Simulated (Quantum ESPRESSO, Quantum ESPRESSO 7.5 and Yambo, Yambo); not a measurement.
## Quasiparticle gap of BAs (F-43m) in Yambo

Aim: the G0W0 gap of BAs (F-43m) on PBE with spin-orbit coupling, step by step.

Main program and level: Quantum ESPRESSO 7.5 and Yambo 5.3.0; PBE and many-body steps on it, plane waves.

**What was measured.**

- Gap 1.82 eV: indirect optical gap from absorption edge; UV-visible absorption; 300 K; bulk crystal (single crystal grown by chemical vapor transport) (“Basic Physical Properties of Cubic Boron Arsenide”, 2019, arxiv:1911.11281).

- Gap 4.12 eV: direct gap from square of absorption coefficient, average of two samples; spectroscopic ellipsometry; 300 K; bulk crystal (CVT-grown opaque bulk crystals) (“Optical properties of cubic boron arsenide”, 2019, arxiv:1911.04914).

- Gap 2.02 eV: indirect gap from square root of absorption coefficient, average of three samples; transmission and reflection spectroscopy; 300 K; bulk crystal (CVT-grown platelets about 10 um thick) (“Optical properties of cubic boron arsenide”, 2019, arxiv:1911.04914).

## Step 1: Starting point

The structure is cubic, space group F-43m (No. 216). The conventional cell has a = 4.777 Å, b = 4.777 Å, c = 4.777 Å, α = 90.00°, β = 90.00°, γ = 90.00°. Nearest to B lie 4 As at 2.07 Å. As has 4 B at 2.07 Å nearest. Farther neighbours are not listed.

The cell and positions come from the Crystallography Open Database and are kept as given unless a step says otherwise.

## Step 2: Ground state

This step: Quantum ESPRESSO 7.5; DFT, PBE with spin-orbit coupling, plane waves, norm-conserving pseudopotentials.

The ground-state density comes first.

Input file pw.in:

```
&control
  calculation = 'scf'
  prefix = 'x'
  outdir = 'o'
  pseudo_dir = 'pseudo'
/
&system
  ibrav = 0
  nat = 2
  ntyp = 2
  ecutwfc = 76.0
  nbnd = 28
  force_symmorphic = .true.
  noncolin = .true.
  lspinorb = .true.
/
&electrons
  conv_thr = 1e-10
  electron_maxstep = 80
  mixing_beta = 0.5
/
ATOMIC_SPECIES
  B 10.81 B.upf
  As 74.922 As.upf
CELL_PARAMETERS angstrom
  -0.0000000000 2.3885000000 2.3885000000
  2.3885000000 -0.0000000000 2.3885000000
  2.3885000000 2.3885000000 -0.0000000000
ATOMIC_POSITIONS crystal
  B 0.0000000000 0.0000000000 0.0000000000
  As 0.2500000000 0.2500000000 0.2500000000
K_POINTS automatic
  8 8 8 0 0 0
```

The run is started by

```sh
> OMP_NUM_THREADS=1 mpirun -n 4 pw.x -nk 4 -in pw.in > pw.out
```

The program printed:

```text
Program PWSCF v.7.5 starts

     This program is part of the open-source Quantum ESPRESSO suite
     for quantum simulation of materials; please cite
         "P. Giannozzi et al., J. Phys.:Condens. Matter 21 395502 (2009);
         "P. Giannozzi et al., J. Phys.:Condens. Matter 29 465901 (2017);
         "P. Giannozzi et al., J. Chem. Phys. 152 154105 (2020);
     in publications or presentations arising from this work. More details at
     Message from routine setup:
     using ibrav=0 with symmetry is DISCOURAGED, use correct ibrav instead

     G-vector sticks info

     bravais-lattice index     =            0
     lattice parameter (alat)  =       6.3832  a.u.
     unit-cell volume          =     183.9087 (a.u.)^3
     number of atoms/cell      =            2
     number of atomic types    =            2
     number of electrons       =        18.00
     number of Kohn-Sham states=           28
     kinetic-energy cutoff     =      76.0000  Ry
     charge density cutoff     =     304.0000  Ry
     scf convergence threshold =      1.0E-10
     mixing beta               =       0.5000
     number of iterations used =            8  plain     mixing
     Exchange-correlation= PBE
                           (   1   4   3   4   0   0   0)
     Non magnetic calculation with spin-orbit

     celldm(1)=   6.383210  celldm(2)=   0.000000  celldm(3)=   0.000000
     celldm(4)=   0.000000  celldm(5)=   0.000000  celldm(6)=   0.000000

     crystal axes: (cart. coord. in units of alat)
               a(1) = (  -0.000000   0.707107   0.707107 )
               a(2) = (   0.707107  -0.000000   0.707107 )
               a(3) = (   0.707107   0.707107  -0.000000 )

     reciprocal axes: (cart. coord. in units 2 pi/alat)
               b(1) = ( -0.707107  0.707107  0.707107 )
               b(2) = (  0.707107 -0.707107  0.707107 )
               b(3) = (  0.707107  0.707107 -0.707107 )
     Pseudo is Norm-conserving + core correction, Zval =  3.0
     Generated using ONCVPSP code by D. R. Hamann
     Using radial grid of 1534 points,  6 beta functions with:
     Pseudo is Norm-conserving + core correction, Zval = 15.0
     Generated using ONCVPSP code by D. R. Hamann
     Using radial grid of 1358 points, 10 beta functions with:
     B                 3.00    10.81000     B ( 1.00)
     As               15.00    74.92200     As( 1.00)

     24 Sym. Ops. (no inversion) found

   Cartesian axes

     site n.     atom                  positions (alat units)
         1        B      tau(   1) = (   0.0000000   0.0000000   0.0000000  )
         2        As     tau(   2) = (   0.3535534   0.3535534   0.3535534  )

     number of k points=    29
                       cart. coord. in units 2pi/alat
        k(    1) = (   0.0000000   0.0000000   0.0000000), wk =   0.0019531
        k(    2) = (   0.0883883   0.0883883  -0.0883883), wk =   0.0156250
        k(    3) = (   0.1767767   0.1767767  -0.1767767), wk =   0.0156250
        k(    4) = (   0.2651650   0.2651650  -0.2651650), wk =   0.0156250
        k(    5) = (  -0.3535534  -0.3535534   0.3535534), wk =   0.0078125
        k(    6) = (   0.1767767   0.0000000   0.0000000), wk =   0.0117188
        k(    7) = (   0.2651650   0.0883883  -0.0883883), wk =   0.0468750
        k(    8) = (   0.3535534   0.1767767  -0.1767767), wk =   0.0468750
        k(    9) = (  -0.2651650  -0.4419417   0.4419417), wk =   0.0468750
        k(   10) = (  -0.1767767  -0.3535534   0.3535534), wk =   0.0468750
     [... 17 further rows ...]
        k(   28) = (  -0.7071068   0.1767767  -0.0000000), wk =   0.0234375
        k(   29) = (  -0.7071068   0.3535534   0.0000000), wk =   0.0117188

     Dense  grid:    16457 G-vectors     FFT dimensions: (  36,  36,  36)

     Initial potential from superposition of free atoms

     starting charge      17.9995, renormalised to      18.0000
     Starting wfcs are   26 randomized atomic wfcs +    2 random wfcs

     per-process dynamical memory:    38.8 Mb

     Self-consistent Calculation

     iteration #  1     ecut=    76.00 Ry     beta= 0.50

     Threshold (ethr) on eigenvalues was too large:
     Diagonalizing with lowered threshold

     total energy              =    -217.93866444 Ry
     estimated scf accuracy    <       0.15322244 Ry

     iteration #  2     ecut=    76.00 Ry     beta= 0.50

     total energy              =    -217.96632510 Ry
     estimated scf accuracy    <       0.01078717 Ry

     iteration #  3     ecut=    76.00 Ry     beta= 0.50

     total energy              =    -217.96711576 Ry
     estimated scf accuracy    <       0.00168465 Ry

     iteration #  4     ecut=    76.00 Ry     beta= 0.50

     total energy              =    -217.96720361 Ry
     estimated scf accuracy    <       0.00003178 Ry

     iteration #  5     ecut=    76.00 Ry     beta= 0.50

     total energy              =    -217.96721114 Ry
     estimated scf accuracy    <       0.00000376 Ry

     iteration #  6     ecut=    76.00 Ry     beta= 0.50

     total energy              =    -217.96721182 Ry
     estimated scf accuracy    <       0.00000015 Ry

     iteration #  7     ecut=    76.00 Ry     beta= 0.50

     total energy              =    -217.96721185 Ry
     estimated scf accuracy    <       0.00000002 Ry

     iteration #  8     ecut=    76.00 Ry     beta= 0.50

     total energy              =    -217.96721186 Ry
     estimated scf accuracy    <          1.2E-09 Ry

     iteration #  9     ecut=    76.00 Ry     beta= 0.50

     End of self-consistent calculation

          k = 0.0000 0.0000 0.0000 (  2085 PWs)   bands (ev):

   -24.9749 -24.9749 -24.9749 -24.9749 -24.2563 -24.2563 -24.2441 -24.2441
   -24.2441 -24.2441  -4.0504  -4.0504  11.2042  11.2042  11.4118  11.4118
    11.4118  11.4118  14.4980  14.4980  14.7125  14.7125  14.7125  14.7125
    16.0354  16.0354  20.9542  20.9542

          k = 0.0884 0.0884-0.0884 (  2055 PWs)   bands (ev):

   -24.9747 -24.9741 -24.9735 -24.9735 -24.2549 -24.2549 -24.2440 -24.2440
   -24.2430 -24.2424  -3.7945  -3.7945   9.3778   9.3778  10.8428  10.8428
    10.9756  10.9774  14.7423  14.7423  15.1545  15.1545  15.2861  15.2886
    17.3190  17.3190  21.8972  21.8972

          k = 0.1768 0.1768-0.1768 (  2060 PWs)   bands (ev):

   -24.9743 -24.9735 -24.9714 -24.9714 -24.2527 -24.2527 -24.2444 -24.2444
   -24.2406 -24.2397  -3.0496  -3.0496   6.4125   6.4125  10.1287  10.1287
    10.2681  10.2702  14.4227  14.4227  15.9541  15.9541  16.0779  16.0822
    19.2682  19.2682  22.6763  22.6772

          k = 0.2652 0.2652-0.2652 (  2045 PWs)   bands (ev):

     [... further k-points ...]

     highest occupied, lowest unoccupied level (ev):    11.4118   12.5553

!    total energy              =    -217.96721186 Ry
     estimated scf accuracy    <          6.7E-11 Ry

     The total energy is the sum of the following terms:
     one-electron contribution =    -102.07843964 Ry
     hartree contribution      =      60.95197354 Ry
     xc contribution           =     -49.99862301 Ry
     ewald contribution        =    -126.84212275 Ry

     convergence has been achieved in   9 iterations

     XML data file, charge density, pseudopotentials, collected wavefunctions

=------------------------------------------------------------------------------=
   JOB DONE.
=------------------------------------------------------------------------------=
```

Elapsed: 16 s, on 4 MPI ranks of Arm Neoverse V1, shared host; peak memory 0.34 GiB; 65 s of CPU time.

Numbers from this step:

```
total energy               : -2965.5950 eV
gap                        : 1.144 eV
k of the valence top       : 0, 0, 0
k of the conduction bottom : 0, 0.375, 0.375
least direct gap           : 3.086 eV
```

The gap is indirect, with the least direct gap 1.94 eV higher.

## Step 3: Bands along the symmetry lines

The cheap functional maps the bands first; the places of the edges decide which points the dearer methods must see.

Input file pw.in:

```
&control
  calculation = 'bands'
  prefix = 'x'
  outdir = 'o'
  pseudo_dir = 'pseudo'
/
&system
  ibrav = 0
  nat = 2
  ntyp = 2
  ecutwfc = 76.0
  nbnd = 30
  force_symmorphic = .true.
  noncolin = .true.
  lspinorb = .true.
/
&electrons
  conv_thr = 1e-9
  electron_maxstep = 80
  diago_full_acc = .true.
  diago_thr_init = 5e-6
/
ATOMIC_SPECIES
  B 10.81 B.upf
  As 74.922 As.upf
CELL_PARAMETERS angstrom
  -0.0000000000 2.3885000000 2.3885000000
  2.3885000000 -0.0000000000 2.3885000000
  2.3885000000 2.3885000000 -0.0000000000
ATOMIC_POSITIONS crystal
  B 0.0000000000 0.0000000000 0.0000000000
  As 0.2500000000 0.2500000000 0.2500000000
K_POINTS crystal
  50
  0.00000000 0.00000000 0.00000000 1
  -0.06250000 -0.06250000 0.00000000 1
  -0.12500000 -0.12500000 0.00000000 1
  -0.18750000 -0.18750000 0.00000000 1
  -0.25000000 -0.25000000 0.00000000 1
  -0.31250000 -0.31250000 0.00000000 1
  -0.37500000 -0.37500000 0.00000000 1
  -0.43750000 -0.43750000 0.00000000 1
  -0.50000000 -0.50000000 0.00000000 1
  -0.48437500 -0.48437500 0.03125000 1
  -0.46875000 -0.46875000 0.06250000 1
  -0.45312500 -0.45312500 0.09375000 1
  -0.43750000 -0.43750000 0.12500000 1
  -0.42187500 -0.42187500 0.15625000 1
  -0.40625000 -0.40625000 0.18750000 1
  -0.39062500 -0.39062500 0.21875000 1
  -0.37500000 -0.37500000 0.25000000 1
  -0.37500000 0.00000000 0.37500000 1
  -0.32812500 0.00000000 0.32812500 1
  -0.28125000 0.00000000 0.28125000 1
  -0.23437500 0.00000000 0.23437500 1
  -0.18750000 0.00000000 0.18750000 1
  -0.14062500 0.00000000 0.14062500 1
  -0.09375000 0.00000000 0.09375000 1
  -0.04687500 0.00000000 0.04687500 1
  0.00000000 0.00000000 0.00000000 1
  0.00000000 0.00000000 0.06250000 1
  0.00000000 0.00000000 0.12500000 1
  0.00000000 0.00000000 0.18750000 1
  0.00000000 0.00000000 0.25000000 1
  0.00000000 0.00000000 0.31250000 1
  0.00000000 0.00000000 0.37500000 1
  0.00000000 0.00000000 0.43750000 1
  -0.00000000 -0.00000000 0.50000000 1
  -0.06250000 -0.03125000 0.46875000 1
  -0.12500000 -0.06250000 0.43750000 1
  -0.18750000 -0.09375000 0.40625000 1
  -0.25000000 -0.12500000 0.37500000 1
  -0.31250000 -0.15625000 0.34375000 1
  -0.37500000 -0.18750000 0.31250000 1
  -0.43750000 -0.21875000 0.28125000 1
  -0.50000000 -0.25000000 0.25000000 1
  -0.50000000 -0.28125000 0.21875000 1
  -0.50000000 -0.31250000 0.18750000 1
  -0.50000000 -0.34375000 0.15625000 1
  -0.50000000 -0.37500000 0.12500000 1
  -0.50000000 -0.40625000 0.09375000 1
  -0.50000000 -0.43750000 0.06250000 1
  -0.50000000 -0.46875000 0.03125000 1
  -0.50000000 -0.50000000 0.00000000 1
```

The program printed:

```text
[banner, memory and clock lines left out]
Program PWSCF v.7.5 starts

     Atomic positions and unit cell read from directory:
     o/x.save/

     Message from routine setup:
     using ibrav=0 with symmetry is DISCOURAGED, use correct ibrav instead

     G-vector sticks info

     bravais-lattice index     =            0
     lattice parameter (alat)  =       6.3832  a.u.
     unit-cell volume          =     183.9087 (a.u.)^3
     number of atoms/cell      =            2
     number of atomic types    =            2
     number of electrons       =        18.00
     number of Kohn-Sham states=           30
     kinetic-energy cutoff     =      76.0000  Ry
     charge density cutoff     =     304.0000  Ry
     Exchange-correlation= PBE
                           (   1   4   3   4   0   0   0)
     Non magnetic calculation with spin-orbit

     celldm(1)=   6.383210  celldm(2)=   0.000000  celldm(3)=   0.000000
     celldm(4)=   0.000000  celldm(5)=   0.000000  celldm(6)=   0.000000

     crystal axes: (cart. coord. in units of alat)
               a(1) = (  -0.000000   0.707107   0.707107 )
               a(2) = (   0.707107  -0.000000   0.707107 )
               a(3) = (   0.707107   0.707107  -0.000000 )

     reciprocal axes: (cart. coord. in units 2 pi/alat)
               b(1) = ( -0.707107  0.707107  0.707107 )
               b(2) = (  0.707107 -0.707107  0.707107 )
               b(3) = (  0.707107  0.707107 -0.707107 )
     Pseudo is Norm-conserving + core correction, Zval =  3.0
     Generated using ONCVPSP code by D. R. Hamann
     Using radial grid of 1534 points,  6 beta functions with:
     Pseudo is Norm-conserving + core correction, Zval = 15.0
     Generated using ONCVPSP code by D. R. Hamann
     Using radial grid of 1358 points, 10 beta functions with:
     B                 3.00    10.81000     B ( 1.00)
     As               15.00    74.92200     As( 1.00)

     24 Sym. Ops. (no inversion) found

   Cartesian axes

     site n.     atom                  positions (alat units)
         1        B      tau(   1) = (   0.0000000   0.0000000   0.0000000  )
         2        As     tau(   2) = (   0.3535534   0.3535534   0.3535534  )

     number of k points=    50
                       cart. coord. in units 2pi/alat
        k(    1) = (   0.0000000   0.0000000   0.0000000), wk =   0.0200000
        k(    2) = (   0.0000000   0.0000000  -0.0883883), wk =   0.0200000
        k(    3) = (   0.0000000   0.0000000  -0.1767767), wk =   0.0200000
[...]
[... 38 further rows ...]
        k(   49) = (   0.0441942  -0.0000000  -0.7071068), wk =   0.0200000
        k(   50) = (   0.0000000   0.0000000  -0.7071068), wk =   0.0200000

     Dense  grid:    16457 G-vectors     FFT dimensions: (  36,  36,  36)

     The potential is recalculated from file :
     o/x.save/charge-density

     Starting wfcs are   26 randomized atomic wfcs +    4 random wfcs

     Band Structure Calculation

     End of band structure calculation

          k = 0.0000 0.0000 0.0000 (  2085 PWs)   bands (ev):

   -24.9748 -24.9748 -24.9748 -24.9748 -24.2561 -24.2561 -24.2439 -24.2439
   -24.2439 -24.2439  -4.0504  -4.0504  11.2042  11.2042  11.4118  11.4118
    11.4118  11.4118  14.4980  14.4980  14.7125  14.7125  14.7125  14.7125
    16.0354  16.0354  20.9543  20.9543  24.5148  24.5148

          k = 0.0000 0.0000-0.0884 (  2069 PWs)   bands (ev):

[...]
16.4221  16.4221  21.3071  21.3071  23.0969  23.0969

          k = 0.0000 0.0000-0.1768 (  2037 PWs)   bands (ev):

[...]
16.9932  16.9932  21.5723  21.5723  22.2646  22.2646

          k =-0.0000 0.0000-0.2652 (  2045 PWs)   bands (ev):

[...]
k = 0.0000 0.0000-0.3536 (  2045 PWs)   bands (ev):

[...]
k = 0.0000-0.0000-0.4419 (  2048 PWs)   bands (ev):

[...]
k =-0.0000 0.0000-0.5303 (  2068 PWs)   bands (ev):

[...]
k = 0.0000-0.0000-0.6187 (  2064 PWs)   bands (ev):

[...]
k = 0.5303-0.0000-0.5303 (  2065 PWs)   bands (ev):

[...]
k = 0.0000 0.0000 0.0000 (  2085 PWs)   bands (ev):

[...]
k = 0.1326 0.0000-0.7071 (  2060 PWs)   bands (ev):

[...]
k = 0.0884-0.0000-0.7071 (  2062 PWs)   bands (ev):

[...]
k = 0.0442-0.0000-0.7071 (  2058 PWs)   bands (ev):

[...]
22.7235  22.7254  24.1748  24.1789  28.2345  28.4049

          k = 0.0000 0.0000-0.7071 (  2044 PWs)   bands (ev):

[...]
-24.2351 -24.2351   0.1295   0.1295   2.8301   2.8301   7.2069   7.2069
     7.3386   7.3386  12.8003  12.8003  12.8053  12.8053  22.6575  22.6575
    22.8122  22.8122  24.2374  24.2374  28.5980  28.5980

     XML data file, pseudopotentials, collected wavefunctions
```

Run time: 10 s. Hardware: 4 MPI ranks; peak memory 0.24 GiB; 41 s of CPU time.

This step gave:

```
gap                        : 1.144 eV
k of the valence top       : 0, 0, 0
k of the conduction bottom : -0.375, -0.375, 0
least direct gap           : 3.086 eV
```

The gap is 1.144 eV, as in the run before at this level.

The electronic bands at the labelled points (eV, zero at the top of the highest filled band):

```
    point  band 15  band 16  band 17  band 18  band 19  band 20  band 21  band 22
        Γ     0.00     0.00     0.00     0.00     3.09     3.09     3.30     3.30
  halfway    -2.83    -2.83    -2.70    -2.70     1.61     1.61     4.48     4.48
        X    -4.20    -4.20    -4.07    -4.07     1.39     1.39     1.39     1.39
  halfway    -5.00    -4.94    -3.99    -3.98     1.54     1.55     2.73     2.77
        U    -6.06    -5.96    -3.55    -3.54     1.99     2.00     5.48     5.52
jump to K    -6.06    -5.96    -3.55    -3.54     1.99     2.00     5.48     5.52
  halfway    -3.89    -3.80    -1.20    -1.20     3.91     3.93     4.84     4.85
        Γ     0.00     0.00     0.00     0.00     3.09     3.09     3.30     3.30
  halfway    -1.28    -1.28    -1.14    -1.14     3.01     3.01     4.54     4.54
        L    -1.96    -1.96    -1.81    -1.81     2.64     2.64     4.70     4.70
  halfway    -4.66    -4.58    -3.16    -3.10     3.92     3.92     4.67     4.77
        W    -5.62    -5.48    -5.25    -5.23     5.21     5.22     5.89     5.89
  halfway    -4.94    -4.84    -4.74    -4.72     2.81     2.86     2.95     2.96
        X    -4.20    -4.20    -4.07    -4.07     1.39     1.39     1.39     1.39
```

(Part 1 of 3 ends here.)

[Paths, hosts, dates, memory and timing lines, banners, echoed tables and standing remarks are left out of the program output.]

[Logs are printed without paths, hosts, clocks, repeated set-up lines and the standing remarks that a program may print on its own settings, such as how far it seeks lower states.]

[Runs of the session that timed out or met a known fault of the program may be left out.]

[Hosts, paths, dates, database ids (printed as entryN), source tags and the programs' standing remarks are cut or masked in the printed files.]
